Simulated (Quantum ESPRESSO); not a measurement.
**ZnCu under changes of volume**

One of the cells (12.771 Å³/atom); the others are scaled copies at fixed shape and fractional positions:

```xyz
2
Lattice="2.9450 0.0000 0.0000 0.0000 2.9450 0.0000 0.0000 0.0000 2.9450" Properties=species:S:1:pos:R:3 pbc="T T T"
Zn    1.4725    1.4725    1.4725
Cu    0.0000    0.0000    0.0000
```

```yaml
Program: Quantum ESPRESSO 7.5
Functional: PBE
Potentials_or_basis: SSSP 1.3 efficiency PBE
Cutoff: 748 eV
Density_cutoff: 5987 eV
k_mesh: 9 × 9 × 9
Occupations: fermi-dirac, width 0.05 eV
Spin: no spin polarisation
```

```tsv
volume (Å³/atom)	energy over the lowest point (meV/atom)	pressure (GPa)
12.005	?	?
12.260	19.45	8.0
12.516	8.60	5.0
12.771	2.25	2.3
13.026	0.00	-0.1
13.282	1.36	-2.2
13.537	5.91	-4.1
```

Task: What does the run at 12.005 Å³/atom give?

Result: Energy over the lowest point 35.52 meV/atom; pressure 11.5 GPa.

Worked out: A Birch-Murnaghan fit of order 3 (a polynomial in V^(-2/3)) to the other rows has its minimum at 13.05 Å³/atom with B0 = V·E''(V) = 114 GPa and B' = 4.8. It gives 35.36 meV/atom at 12.005 Å³/atom, against the run's 35.52, and -dE/dV = 11.7 GPa, against 11.5.

Energies are extrapolated to zero smearing.
